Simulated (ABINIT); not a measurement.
Runs of ABINIT 10.8.3 (patched build) on BeS. It takes space group F-43m (No. 216, cubic). Conventional cell: a = 4.850 Å, b = 4.850 Å, c = 4.850 Å, α = 90.00°, β = 90.00°, γ = 90.00°. S (site symmetry -43m) is surrounded by 4 Be at 2.10 Å. Be (site symmetry -43m) has 4 S at 2.10 Å as nearest neighbours. 

```csv
task,level,potentials or basis,k mesh,cutoff (eV),smearing,fine-grid cutoff,most SCF steps,mesh quality,gap on the mesh (eV),pressure (GPa),V0 of scaled cells (Å³/atom),B0 (GPa)
band structure,TB-mBJ,JTH PAW LDA v2.0,9 × 9 × 9,653,fermi-dirac 0.05 eV,1251.72 eV,-,not flagged,4.20,-,-,-
equation of state,LDA,JTH PAW LDA v2.0,9 × 9 × 9,544,fermi-dirac 0.05 eV,1088.46 eV,-,not flagged,-,-,13.80,103
equation of state,PBEsol,JTH PAW PBE v2.0,9 × 9 × 9,544,fermi-dirac 0.05 eV,1088.46 eV,-,not flagged,-,-,14.15,97
band structure,r2SCAN,JTH PAW PBE v2.0,9 × 9 × 9,653,fermi-dirac 0.05 eV,1251.72 eV,-,not flagged,3.67,1.1,-,-
band structure,LDA,JTH PAW LDA v2.0,9 × 9 × 9,544,fermi-dirac 0.05 eV,1088.46 eV,-,not flagged,2.99,(a),-,-
equation of state,HSE06,SG15 NC PBE v1.2,6 × 6 × 6,599,fixed,-,60,coarse,-,-,14.35,98
band structure,PBEsol,JTH PAW PBE v2.0,9 × 9 × 9,544,fermi-dirac 0.05 eV,1088.46 eV,-,not flagged,3.02,(b),-,-
equation of state,r2SCAN,JTH PAW PBE v2.0,9 × 9 × 9,653,fermi-dirac 0.05 eV,1251.72 eV,-,not flagged,-,-,14.44,97
```

Alike in all rows: no spin polarisation; cell as given.

Problem. Estimate the missing entries.

Solution. (a) -3.3; (b) -0.8.

Caveats: some runs use coarse meshes; the PAW data sets were made with another functional, which shifts forces and pressure a little (some runs); the mesh misses the band edges, which the band path finds closer together (some runs); pressures at fixed basis lie under the slope of the energies (some runs); the constant c of TB-mBJ comes from the pseudo density here, which moves gaps by up to 0.3 eV between sets of potentials (some runs); Libxc's HSE differs a little from that of other programs (some runs); the potentials were made for another functional, which shifts forces and pressure (some runs).

Runs at the PBE level aren't shown here.
